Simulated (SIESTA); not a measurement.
A run of SIESTA 5.4.2:

Contents of run.py:

```python
from ase import Atoms
from ase.calculators.siesta import Siesta
from ase.units import Ry, GPa
from ase.optimize import BFGS
from ase.filters import FrechetCellFilter

atoms = Atoms(
    ['Ru', 'Al', 'Al'],
    cell=[
        [-1.56042162, 1.56042162, 4.22180559],
        [1.56042162, -1.56042162, 4.22180559],
        [1.56042162, 1.56042162, -4.22180559],
    ],
    scaled_positions=[
        [0.0, 0.0, 0.0],
        [0.34079781, 0.34079781, 0.0],
        [0.65920219, 0.65920219, 0.0],
    ],
    pbc=True,
)

fdf = {
    'SCFMustConverge': False,
    'OccupationFunction': 'FD',
    'ElectronicTemperature': '0.05 eV',
    'MaxSCFIterations': '120',
    'SCF.Mixer.Method': 'Pulay',
    'SCF.Mixer.Weight': '0.25',
    'SCF.Mixer.History': '8',
    'SCF.DM.Tolerance': '5.0e-05',
    'SCF.H.Tolerance': '1.0e-03 eV',
    'WriteForces': 'true',
    'Charge.Mulliken': 'end',
    'PAO.Basis': ['Ru.1 5', 'n=4 0 2', '  3.003 0.000', 'n=5 0 2', '  8.548 0.000', 'n=4 1 2', '  3.442 0.000', 'n=5 1 1', '  8.548', 'n=4 2 2', '  5.925 0.000'],
}
calc = Siesta(
    label="Al2Ru",
    command="siesta < PREFIX.fdf > PREFIX.out",
    pseudo_path="pseudos",
    pseudo_qualifier="",
    xc=('GGA', 'PBEsol'),
    basis_set="DZP",
    mesh_cutoff=800 * Ry,
    energy_shift=0.003 * Ry,
    kpts=[9, 9, 9],
    spin="non-polarized",
    fdf_arguments=fdf,
)
atoms.calc = calc

opt = BFGS(FrechetCellFilter(atoms), trajectory="relax.traj")
converged = opt.run(fmax=0.04, steps=40)
print("converged:", converged)
print("cell (A):", atoms.cell.cellpar().round(5))
print("scaled positions:")
print(atoms.get_scaled_positions().round(6))
print(f"energy = {atoms.get_potential_energy():.6f} eV")
free = atoms.get_potential_energy(force_consistent=True)
print(f"free energy = {free:.6f} eV")
print("forces (eV/A):")
print(atoms.get_forces(apply_constraint=False).round(6))
print("stress (GPa, Voigt order, tension positive):", (atoms.get_stress() / GPa).round(4))
```

Potentials or basis: PseudoDojo 0.4 standard (PBEsol files), DZP (energy shift 0.003 Ry; two zetas on semicore shells).

Command:

```sh
$ python run.py
```

Hardware: 1 thread of Arm Neoverse V2, on a shared host.

Q: How long does it take, and how much memory?

A: It took 12 min on 1 thread of Arm Neoverse V2, on a shared host, peak memory 0.73 GiB. Counts: scf iterations 5, k points 365, bands 49, ion steps 3.
